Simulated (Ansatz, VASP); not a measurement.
## One calculation of Co, two programs

```
CELL_PARAMETERS angstrom
2.47067 0.00000 0.00000
-1.23534 2.13966 0.00000
0.00000 0.00000 4.03602
ATOMIC_POSITIONS crystal
Co 0.33333 0.66667 0.74014
Co 0.66667 0.33333 0.25986
```

Alike in both runs: task single point; functional PBEsol; k mesh 12 × 12 × 7; occupations fermi-dirac, width 0.05 eV; collinear spin.

|  | VASP | Ansatz |
| --- | --- | --- |
| version | VASP 6.6.1 | Ansatz 0.2.0 |
| potentials or method | VASP PAW PBE potentials, release 64 (Co) | Ansatz PAW |
| plane-wave cutoff (eV) | 520 | 420 |
| valence electrons in the cell | 18 | 34 |

Ansatz gave:

```
gap on the k mesh at the Fermi level (eV)                     : none
pressure (GPa)                                                : -5.2
largest component of the traceless stress (GPa)               : 2.04
rms of the force components (eV/Å)                            : 0.295
net moment per atom (μB)                                      : 1.61
size of the moment on the site where the two differ most (μB) : 1.68
```

Which values does VASP return?

gap on the k mesh at the Fermi level (eV): none; pressure (GPa): -6.0; largest component of the traceless stress (GPa): 2.02; rms of the force components (eV/Å): 0.287; net moment per atom (μB): 1.60; size of the moment on the site where the two differ most (μB): 1.61.

Site moments also hang on the region over which each program counts them. Atom by atom the forces differ by 0.007 eV/Å (rms over components). A gap of «none» marks a metal or a gap that the smearing closes. The two sets of potentials don't hold the same shells in valence.

Caveats: the PAW data sets were made with another functional, which shifts forces and pressure a little (VASP); the PAW data sets come from PBE, with cores solved anew for the run's functional, which leaves a small shift of forces and pressure (Ansatz).
